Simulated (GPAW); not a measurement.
Here is a GPAW 26.7.0 calculation.

run.py

```python
from ase.eos import EquationOfState
from ase.io import Trajectory, read
from ase.units import GPa
from gpaw import GPAW, PW, setup_paths

setup_paths.insert(0, '.')

atoms = read('Pt.xyz')

traj = Trajectory('eos.traj', 'w')
volumes, energies = [], []
for x in [0.94, 0.96, 0.98, 1.0, 1.02, 1.04, 1.06]:
    a = atoms.copy()
    a.set_cell(atoms.cell * x**(1 / 3), scale_atoms=True)
    calc = GPAW(mode=PW(600),
                xc='PBE',
                kpts={'size': (9, 9, 9), 'gamma': True},
                occupations={'name': 'fermi-dirac', 'width': 0.05},
                setups={'Pt': 'jth'},
                nbands=-9,
                convergence={'density': 1e-05, 'energy': 1e-05},
                maxiter=150,
                txt=f'eos-{x:.2f}.txt')
    a.calc = calc
    energies.append(a.get_potential_energy(force_consistent=True))
    volumes.append(a.get_volume())
    p = -a.get_stress()[:3].mean() / GPa
    calc.write(f'eos-{x:.2f}.gpw')
    traj.write(a)
    print(f'{x:.2f} {volumes[-1]:10.4f} A^3 {energies[-1]:14.6f} eV {p:9.3f} GPa', flush=True)

v0, e0, B = EquationOfState(volumes, energies, eos='birchmurnaghan').fit()
print(f'V0 = {v0:.4f} A^3, E0 = {e0:.6f} eV, B0 = {B / GPa:.2f} GPa')
```

Pt.xyz

```xyz
1
Lattice="0.0000000000 1.9609000000 1.9609000000 1.9609000000 0.0000000000 1.9609000000 1.9609000000 1.9609000000 0.0000000000" Properties=species:S:1:pos:R:3 pbc="T T T"
Pt     0.0000000000      0.0000000000      0.0000000000
```

Potentials or basis: JTH PAW 2.0, PBE, pw.

The run is started by

```bash
$ OMP_NUM_THREADS=1 python run.py
```

(1) What does it give for the bulk modulus?

(2) Estimate the pressure derivative of the bulk modulus.

(3) Predict the equilibrium volume.

## Answers

(1) 254 GPa.

(2) 5.5.

(3) 15.61 Å³/atom.

Caveat: the program truncates these outside data sets.
